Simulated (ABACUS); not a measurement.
Sn:

```
Sn
1.0
     0.00000    3.23334    3.23334
     3.23334    0.00000    3.23334
     3.23334    3.23334    0.00000
Sn
2
Direct
  0.75000 0.75000 0.75000
  0.50000 0.50000 0.50000
```

This isn't the form of Sn at room conditions, which is tetragonal (white tin).

* Program: ABACUS 3.10.1
* Task: single point
* Functional: PBEsol
* Potentials or basis: PseudoDojo NC SR 0.4.1 PBEsol standard
* Cutoff: 993 eV
* Density cutoff: 3973 eV
* Basis: plane waves
* k mesh: 7 × 7 × 7
* Occupations: fermi-dirac, width 0.05 eV
* Spin: no spin polarisation

On this cell: pressure 1.7 GPa; largest force zero by symmetry; band gap on the k mesh none (metal or under the smearing width).

The same run follows on a disturbed copy (atoms moved at random, drawn with an rms of 0.05 Å):

```
CELL_PARAMETERS angstrom
0.00000 3.23334 3.23334
3.23334 0.00000 3.23334
3.23334 3.23334 0.00000
ATOMIC_POSITIONS crystal
Sn 0.75132 0.75902 0.76259
Sn 0.49467 0.50900 0.50001
```

Problem. What does the disturbed cell give?

Solution. The energy (extrapolated to zero smearing) moves by +11.4 meV/atom; pressure 1.8 GPa; largest force 0.563 eV/Å; band gap on the k mesh none (metal or under the smearing width).

Forces in eV/Å, atoms in the order of the input:
```
Sn  -0.292 -0.466 -0.118
Sn   0.292  0.466  0.118
```

Stress tensor (GPa, compression positive):
```
 1.80 -0.42 -1.45
-0.42  1.75 -0.92
-1.45 -0.92  1.83
```
